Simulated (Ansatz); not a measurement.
The system is InSe.

```
In Se
1.0
     5.82639   -2.05465    0.00000
     5.82639    2.05465    0.00000
    -1.72323    0.00000    4.77135
In Se
2 2
Direct
  0.88820 0.88820 0.04684
  0.11180 0.11180 0.95316
  0.66093 0.66093 0.66896
  0.33907 0.33907 0.33104
```

The cell comes from a database or a generator and needn't be the stable form of this composition.

Program: Ansatz 0.2.0. Alike in all runs: task band structure; potentials or basis Ansatz PAW; no spin polarisation; cell as given; k mesh 4 × 4 × 3; smearing fermi-dirac 0.05 eV; the mesh is coarse, so values aren't converged.

Question: Order these runs on this cell by their band gap on the k mesh, lowest first.
A. level HSE06; cutoff (eV) 420
B. level r2SCAN0; cutoff (eV) 500
C. level HSE03; cutoff (eV) 420
D. level PBEsol0; cutoff (eV) 420
E. level B3LYP; cutoff (eV) 420

Answer: C (1.93 eV), A (2.08 eV), E (2.41 eV), D (2.63 eV), B (2.96 eV).

Caveats: all runs use coarse meshes; the k mesh misses the band edges, so the gap on the mesh is wider than the one along the path; spin-orbit coupling is left out, which moves the levels of the heavy elements.
